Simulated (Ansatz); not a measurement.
Here is an Ansatz 0.2.0 calculation.

input.yaml

```yaml
crystal:
  lattice:
    - [-1.443, 1.443, 1.443]
    - [1.443, -1.443, 1.443]
    - [1.443, 1.443, -1.443]
  atoms:
    - { symbol: Fe, position: [0.0, 0.0, 0.0], spin: 3.0 }
kpoints:
  mp_grid: { grid: [13, 13, 13] }
scf:
  occupations: { method: gaussian, width: 0.022 }
hamiltonian:
  xc: pbe
  pseudopotentials: { kind: all_electron, lapw: { basis_error: 0.001 } }
magnetization:
  spin_polarized: true
output:
  forces: true
  stress: true
  eigenvalues: true
```

Potentials or basis: all-electron LAPW, scalar-relativistic.

Command:

```sh
$ ansatz run input.yaml --threads 2 --pin off --max-ram 6144MiB --backend cpu --events-out ev --progress --plain --runs-dir out
```

Q: Estimate the net moment.

A: 2.24 μB per cell.

Q: Predict the site moments.

A: Fe +2.31 μB.
